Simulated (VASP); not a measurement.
# CoO (P3m1) in VASP: further runs, part 2 of 2

VASP 6.6.1. Earlier steps stand in the parts before.

## Step 3: Single point, PBE, collinear spin, ferromagnetic start

Contents of INCAR:

```
ADDGRID = F ; ALGO = Normal
EDIFF = 1E-6 ; ENCUT = 550
GGA = PE ; ISIF = 2
ISMEAR = 0 ; ISPIN = 2
LASPH = T ; LCHARG = F
LMAXMIX = 4 ; LORBIT = 11
LREAL = F ; LWAVE = F
MAGMOM = 2 2 0 0 ; NELM = 100
PREC = Accurate ; SIGMA = 0.05
```

Contents of KPOINTS:

```
k-points
0
Gamma
  6 6 3
```

Contents of POSCAR:

```
CoO
1.0
    3.1976457435      0.0000000000      0.0000000000
   -1.5988228718      2.7692424462      0.0000000000
    0.0000000000      0.0000000000      5.2287097100
Co O
2 2
Direct
    0.3333333333      0.6666666667      0.5033624100
    0.0000000000      0.0000000000      0.0034741400
    0.3333333333      0.6666666667      0.8715556000
    0.0000000000      0.0000000000      0.3716088500
```

Potentials or basis: VASP PAW PBE potentials, release 64 (Co, O).

On the command line:

```sh
$ cat potpaw_PBE.64/Co/POTCAR potpaw_PBE.64/O/POTCAR > POTCAR
$ mpirun -np 1 vasp_std > vasp.out
```

OUTCAR:

```text
EDIFF = 1E-6
   ENCUT = 550
   GGA = PE
   ISIF = 2
   ISMEAR = 0
   ISPIN = 2
   LASPH = T
   LORBIT = 11
   LREAL = F
   NELM = 100
   PREC = Accurate

 Found     17 irreducible k-points:

 Following reciprocal coordinates:
            Coordinates               Weight
  0.000000  0.000000  0.000000      1.000000
  0.166667  0.000000  0.000000      6.000000
  0.333333  0.000000  0.000000      6.000000
  0.500000  0.000000  0.000000      3.000000
  0.166667  0.166667  0.000000      6.000000
  0.333333  0.166667  0.000000     12.000000
   k-points           NKPTS =     17   k-points in BZ     NKDIM =     17   number of bands    NBANDS=     21
   number of dos      NEDOS =    301   number of ions     NIONS =      4
   total plane-waves  NPLWV =  23040
   dimension x,y,z NGX =    24 NGY =   24 NGZ =   40
   dimension x,y,z NGXF=    48 NGYF=   48 NGZF=   80
   ions per type =               2   2
[... 365 lines left out ...]

  FORCE on cell =-STRESS in cart. coord.  units (eV):
  Direction    XX          YY          ZZ          XY          YZ          ZX
  --------------------------------------------------------------------------------------
  -------------------------------------------------------------------------------------
  Total        0.3193555      0.3193555      1.2110881     -0.0000000      0.0000000      0.0000000
  in kB       11.0509372     11.0509372     41.9083400     -0.0000000      0.0000000      0.0000000
  external PRESSURE =      21.3367381 kB  Pullay stress =       0.0000000 kB

 VOLUME and BASIS-vectors are now :
 -----------------------------------------------------------------------------
  energy-cutoff  :      550.00
  volume of cell :       46.30
      direct lattice vectors                 reciprocal lattice vectors
     3.197645743  0.000000000  0.000000000     0.312730077  0.180554794  0.000000000
    -1.598822872  2.769242446  0.000000000     0.000000000  0.361109588  0.000000000
     0.000000000  0.000000000  5.228709710     0.000000000  0.000000000  0.191251773

 POSITION                                       TOTAL-FORCE (eV/Angst)
 -----------------------------------------------------------------------------------
     -0.00000      1.84616      2.63194         0.000000     -0.000000     -0.299137
      0.00000      0.00000      0.01817         0.000000     -0.000000     -0.306183
     -0.00000      1.84616      4.55711        -0.000000      0.000000      0.303238
      0.00000      0.00000      1.94303        -0.000000      0.000000      0.302082
 -----------------------------------------------------------------------------------
    total drift:                               -0.000000     -0.000001     -0.000405

  FREE ENERGIE OF THE ION-ELECTRON SYSTEM (eV)
  ---------------------------------------------------
  free  energy   TOTEN  =       -26.6086977436 eV

  energy  without entropy=      -26.6063585359  energy(sigma->0) =      -26.60752814

 total charge

# of ion       s       p       d       tot
------------------------------------------
    1        0.349   0.435   7.189   7.973
    2        0.349   0.435   7.189   7.973
    3        1.548   3.450   0.000   4.998
    4        1.548   3.450   0.000   4.999
--------------------------------------------------
tot          3.794   7.770  14.378  25.943

 magnetization (x)

# of ion       s       p       d       tot
------------------------------------------
    1        0.016   0.061   2.442   2.519
    2        0.016   0.061   2.442   2.519
    3        0.022   0.295   0.000   0.317
    4        0.022   0.295   0.000   0.317
--------------------------------------------------
tot          0.076   0.712   4.884   5.672
```

OSZICAR:

```text
N       E                     dE             d eps       ncg     rms          rms(c)
DAV:   1     0.262604375871E+03    0.26260E+03   -0.14854E+04  1436   0.173E+03
DAV:   2     0.238219883662E+01   -0.26022E+03   -0.24098E+03  1501   0.370E+02
[... 12 lines left out ...]
DAV:  15    -0.266086453871E+02   -0.95688E-04   -0.29854E-04  1691   0.191E-01    0.820E-02
DAV:  16    -0.266086777445E+02   -0.32357E-04   -0.73283E-05  2194   0.101E-01    0.428E-02
DAV:  17    -0.266086923709E+02   -0.14626E-04   -0.36176E-05  2064   0.781E-02    0.237E-02
DAV:  18    -0.266086961606E+02   -0.37897E-05   -0.10865E-05  1690   0.401E-02    0.126E-02
DAV:  19    -0.266086975132E+02   -0.13526E-05   -0.64398E-06  1244   0.314E-02    0.445E-03
DAV:  20    -0.266086977436E+02   -0.23042E-06   -0.17445E-06   825   0.133E-02
   1 F= -.26608698E+02 E0= -.26607528E+02  d E =-.233921E-02  mag=     5.9237
```

Run time: 47 s. Hardware: 1 thread of Intel Xeon Platinum 8375C at 2.90GHz (Ice Lake), shared host; peak memory 0.19 GiB.

These settings aren't checked as converged: the numbers below hold their error.

What came out:

```yaml
Free_energy: -26.6087 eV
Pressure: 2.1 GPa
Largest_force: 0.306 eV/Å
Band_gap_on_the_k_mesh: none (metal or under the smearing width)
Net_moment: 5.92 μB per cell
Site_moments: Co +2.52; O +0.32 μB
Valence_electrons_inside_the_program's_atomic_spheres: Co 7.97; O 5.00
```

Caveat: the k mesh is coarse (spacing up to 0.40 Å⁻¹), so the values aren't converged; semilocal functionals often make such compounds metallic where correlation or magnetic order opens a gap, which also shifts bond lengths.

## Step 4: Single point, PBE, collinear spin, ferromagnetic start

Changes to INCAR since step 3:

```diff
@@ -1,3 +1,3 @@
 ADDGRID = F ; ALGO = Normal
-EDIFF = 1E-6 ; ENCUT = 550
+EDIFF = 1E-6 ; ENCUT = 400
 GGA = PE ; ISIF = 2
```

Contents of KPOINTS:

```
k-points
0
Gamma
  7 7 4
```

POSCAR is that of step 3.

Potentials or basis: VASP PAW PBE potentials, release 64 (Co, O).

On the command line:

```sh
$ cat potpaw_PBE.64/Co/POTCAR potpaw_PBE.64/O/POTCAR > POTCAR
$ mpirun -np 1 vasp_std > vasp.out
```

OUTCAR:

```text
EDIFF = 1E-6
   ENCUT = 400
   GGA = PE
   ISIF = 2
   ISMEAR = 0
   ISPIN = 2
   LASPH = T
   LORBIT = 11
   LREAL = F
   NELM = 100
   PREC = Accurate

 Found     28 irreducible k-points:

 Following reciprocal coordinates:
            Coordinates               Weight
  0.000000  0.000000  0.000000      1.000000
  0.142857  0.000000  0.000000      6.000000
  0.285714  0.000000  0.000000      6.000000
  0.428571  0.000000  0.000000      6.000000
[... 385 lines left out ...]
  energy-cutoff  :      400.00
  volume of cell :       46.30
      direct lattice vectors                 reciprocal lattice vectors
     3.197645743  0.000000000  0.000000000     0.312730077  0.180554794  0.000000000
    -1.598822872  2.769242446  0.000000000     0.000000000  0.361109588  0.000000000
     0.000000000  0.000000000  5.228709710     0.000000000  0.000000000  0.191251773

 POSITION                                       TOTAL-FORCE (eV/Angst)
 -----------------------------------------------------------------------------------
     -0.00000      1.84616      2.63194         0.000000      0.000000     -0.298240
      0.00000      0.00000      0.01817         0.000000     -0.000000     -0.305376
     -0.00000      1.84616      4.55711        -0.000000      0.000000      0.302192
      0.00000      0.00000      1.94303        -0.000000     -0.000000      0.301424
 -----------------------------------------------------------------------------------
    total drift:                               -0.000000     -0.000001     -0.001944

  FREE ENERGIE OF THE ION-ELECTRON SYSTEM (eV)
  ---------------------------------------------------
  free  energy   TOTEN  =       -26.6507019169 eV

  energy  without entropy=      -26.6485929900  energy(sigma->0) =      -26.64964745

 total charge

# of ion       s       p       d       tot
------------------------------------------
    1        0.349   0.435   7.185   7.968
    2        0.349   0.434   7.185   7.968
    3        1.575   3.463   0.000   5.038
    4        1.575   3.463   0.000   5.038
--------------------------------------------------
tot          3.848   7.794  14.370  26.012

 magnetization (x)

# of ion       s       p       d       tot
------------------------------------------
    1        0.016   0.060   2.442   2.518
    2        0.016   0.060   2.442   2.518
    3        0.022   0.297   0.000   0.320
    4        0.022   0.297   0.000   0.319
--------------------------------------------------
tot          0.077   0.715   4.884   5.676
```

OSZICAR:

```text
N       E                     dE             d eps       ncg     rms          rms(c)
DAV:   1     0.227607304058E+03    0.22761E+03   -0.12237E+04  2368   0.138E+03
DAV:   2    -0.368678911462E+01   -0.23129E+03   -0.21438E+03  2452   0.335E+02
DAV:   3    -0.312013158538E+02   -0.27515E+02   -0.26230E+02  2720   0.132E+02
[... 11 lines left out ...]
DAV:  15    -0.266506578907E+02   -0.60290E-04   -0.21032E-04  3257   0.201E-01    0.751E-02
DAV:  16    -0.266506883782E+02   -0.30488E-04   -0.99818E-05  3607   0.126E-01    0.321E-02
DAV:  17    -0.266506995219E+02   -0.11144E-04   -0.27896E-05  3286   0.583E-02    0.163E-02
DAV:  18    -0.266507012339E+02   -0.17120E-05   -0.73753E-06  1913   0.398E-02    0.101E-02
DAV:  19    -0.266507019169E+02   -0.68306E-06   -0.39175E-06  1700   0.271E-02
   1 F= -.26650702E+02 E0= -.26649647E+02  d E =-.210893E-02  mag=     5.9161
```

Run time: 60 s. Hardware: 1 thread of Intel Xeon Platinum 8375C at 2.90GHz (Ice Lake), shared host; peak memory 0.18 GiB.

The run converged, but some of its settings lie outside the range that counts as converged, so its numbers aren't taken as properties of the crystal.

Results:

```yaml
Free_energy: -26.6507 eV
Largest_force: 0.305 eV/Å
Band_gap_on_the_k_mesh: none (metal or under the smearing width)
Net_moment: 5.92 μB per cell
Site_moments: Co +2.52; O +0.32 μB
Valence_electrons_inside_the_program's_atomic_spheres: Co 7.97; O 5.04
```

Caveat: the cutoff is under 1.25 times the usual one of these potentials, so pressure, stress and relaxed cells hold a basis-set (Pulay) error; semilocal functionals often make such compounds metallic where correlation or magnetic order opens a gap, which also shifts bond lengths.

## Step 5: The reference run

An earlier run on the cell as given: functional PBE; potentials or basis VASP PAW PBE potentials, release 64 (Co, O); cutoff 520 eV; k mesh 10 × 10 × 5; occupations fermi-dirac, width 0.05 eV; collinear spin, ferromagnetic start; starting moments [2.0, 2.0, 0.0, 0.0] μB.

* Pressure: 1.4 GPa
* Largest force: 0.310 eV/Å
* Band gap on the k mesh: none (metal or under the smearing width)
* Net moment: 5.85 μB per cell
* Site moments: Co +2.50; O +0.31 μB
* Valence electrons inside the program's atomic spheres: Co 7.97; O 5.00
